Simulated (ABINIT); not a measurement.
CdSe:

```
Cd Se
1.0
     0.00000    3.07027    3.07027
     3.07027    0.00000    3.07027
     3.07027    3.07027    0.00000
Cd Se
1 1
Cartesian
  0.0000 0.0000 0.0000
  1.5351 1.5351 1.5351
```

Measurements of this composition are mostly on another form, of space group No. 186.

```yaml
Program: ABINIT 10.8.3 (patched build)
Task: single point
Functional: PBE
Potentials_or_basis: JTH PAW PBE v2.0
Cutoff: 599 eV
k_mesh: 8 × 8 × 8
Occupations: fermi-dirac, width 0.05 eV
Spin: no spin polarisation
```

On this cell: pressure 1.3 GPa; largest force zero by symmetry; band gap on the k mesh 0.54 eV, direct.

The same run follows on a disturbed copy (atoms moved at random, drawn with an rms of 0.05 Å):

```
Cd Se
1.0
     0.00000    3.07027    3.07027
     3.07027    0.00000    3.07027
     3.07027    3.07027    0.00000
Cd Se
1 1
Direct
  0.99226 0.01044 0.00353
  0.26661 0.25053 0.23622
```

Problem. What does the disturbed cell give?

Solution. The energy moves by +11.4 meV/atom; pressure 1.5 GPa; largest force 0.489 eV/Å; band gap on the k mesh 0.51 eV, direct.

Forces in eV/Å, atoms in the order of the input:
```
Cd  -0.397  0.162  0.236
Se   0.397 -0.162 -0.236
```

Stress tensor (GPa, compression positive):
```
 1.43 -0.83 -0.54
-0.83  1.58  1.43
-0.54  1.43  1.54
```

